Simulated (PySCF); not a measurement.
Isomers of C4H10O. The calculation used PySCF 2.14.0, density-fitted response routines, TDDFT CAM-B3LYP/aug-cc-pVTZ, vertical, gas phase, core orbitals frozen in the response. Geometries: PBE0-D3(BJ)/def2-TZVP; one conformer of each isolated species. Triplets are in the Tamm–Dancoff approximation.

A. `O[C@H](CC)C`
B. `CCCCO`
C. `CC(C)(C)O`

Lowest singlet levels (six at most, fewer where fewer were computed) with oscillator strengths:

1. 6.70 eV (f 0.007); 7.49 eV (f 0.022); 7.73 eV (f 0.042); 7.90 eV (f 0.012); 8.09 eV (f 0.002); 8.44 eV (f 0.004); T1 6.46 eV
2. 6.72 eV (f 0.018); 7.47 eV (f 0.004); 7.72 eV (f 0.009); 7.84 eV (f 0.002); 8.12 eV (f 0.027); 8.37 eV (f 0.021); T1 6.52 eV
3. 6.68 eV (f 0.022); 7.70 eV (f 0.017); 7.95 eV (f 0.005 summed over 2 states); 8.13 eV (f 0.069); 8.23 eV (f 0.010); 8.47 eV (f 0.017); T1 6.48 eV

Problem. Match each spectrum to its molecule.

Solution. 1 = B, 2 = A, 3 = C.
- A: S1 at 6.72 eV, HOMO→LUMO (47%), HOMO→LUMO+1 (24%), HOMO→LUMO+10 (10%); Löwdin shares by element: HOMO oxygen 52%, carbon 31% or more (atoms not listed hold the other 18%); LUMO hydrogen 51% or more (atoms not listed hold the other 49%); HOMO -9.26 and LUMO 0.24 eV.
- B: S1 at 6.70 eV, HOMO→LUMO (43%), HOMO→LUMO+1 (24%), HOMO→LUMO+11 (8%); Löwdin shares by element: HOMO oxygen 54%, carbon 27% or more, hydrogen 6% or more; LUMO hydrogen 52% or more (atoms not listed hold the other 48%); HOMO -9.33 and LUMO 0.23 eV.
- C: S1 at 6.68 eV, HOMO→LUMO (66%); Löwdin shares by element: HOMO oxygen 53%, carbon 31% or more (atoms not listed hold the other 16%); LUMO hydrogen 53% or more (atoms not listed hold the other 47%); HOMO -9.30 and LUMO 0.16 eV.
A and B have S1 within 0.03 eV of each other; their strongest listed levels stand at 8.12 eV (f 0.027) and 7.73 eV (f 0.042).
A and C have S1 within 0.05 eV of each other; their strongest listed levels stand at 8.12 eV (f 0.027) and 8.13 eV (f 0.069).
B and C have S1 within 0.03 eV of each other; their strongest listed levels stand at 7.73 eV (f 0.042) and 8.13 eV (f 0.069).
